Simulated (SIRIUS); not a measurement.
Rh in SIRIUS: the effect of dispersion

Crystal: Rh.

```
Rh
1.0
     0.00000    1.89785    1.89785
     1.89785    0.00000    1.89785
     1.89785    1.89785    0.00000
Rh
1
Direct
  0.00000 0.00000 0.00000
```

Alike in all runs:

```yaml
Program: SIRIUS 7.10.0
Task: relaxation of cell and atoms
Functional: PBE
Potentials_or_basis: PseudoDojo 0.4.1 PBE standard (scalar relativistic)
Cutoff: 1202 eV
Density_cutoff: 4809 eV
k_mesh: 8 × 8 × 8
Occupations: fermi-dirac, width 0.05 eV
Spin: no spin polarisation
```

Each run relaxes the cell or the atoms first.

Problem. One run gave: relaxed volume 14.11 Å³/atom. Which dispersion did it use?
A. D4
B. D3(BJ)
C. none
D. D3

Solution. C.

```csv
dispersion,relaxed volume (Å³/atom)
none,14.11
D3,13.69
D3(BJ),13.71
D4,13.65
```

Caveats: pairwise dispersion overbinds metals, which lowers pressure and volume (some runs).
